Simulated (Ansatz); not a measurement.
Trial structure of Sn, not yet relaxed:

```
Sn
1.0
     7.18805    0.00000    0.00000
    -3.59403    6.22504    0.00000
     0.00000    0.00000    4.23911
Sn
6
Direct
  0.62265 0.62265 0.16667
  0.37735 0.00000 0.50000
  0.00000 0.37735 0.83333
  0.00000 0.62265 0.33333
  0.37735 0.37735 0.66667
  0.62265 0.00000 0.00000
```

These are results of DFT PBE, scalar-relativistic, plane waves, PAW (Ansatz 0.2.0), not measurements. Settings: cutoff 420 eV, Γ-centred mesh 3×3×4 on the computed 6-atom cell, Gaussian smearing of 0.10 eV; no spin polarisation.

Energies count from the standard state of Sn at the same level. The references include grey tin.

Q: How far from equilibrium is it?

A: The pressure is 6.5 GPa (the mean over three directions, positive in compression), the largest force is 0.31 eV/Å, and the energy is +0.19 eV/atom against the standard state. The shortest distance is 2.76 Å.

Q: How much does it gain on relaxing, and where does it end?

A: Relaxing gains under 0.1 eV/atom (the start's value is from the coarse mesh, so the gain is rough) in 10 ionic steps and ends at +0.09 eV/atom on the finer mesh. The symmetry stays P6_122 (No. 178). The volume per atom grows by 13.8 %, from 31.6 to 36.0 Å³. The shortest distance goes from 2.76 Å (Sn–Sn) to 2.89 Å (Sn–Sn). Conventional cell: a = 7.377 Å, c = 4.580 Å. Sn is surrounded by 4 Sn at 2.89–2.91 Å.

The last run used a 6×6×8 mesh (in the run's order of axes) for its 6-atom cell and Gaussian smearing of 0.10 eV. The relaxation can't lower the symmetry of the start. A structure relaxed within its symmetry needn't be a true minimum.
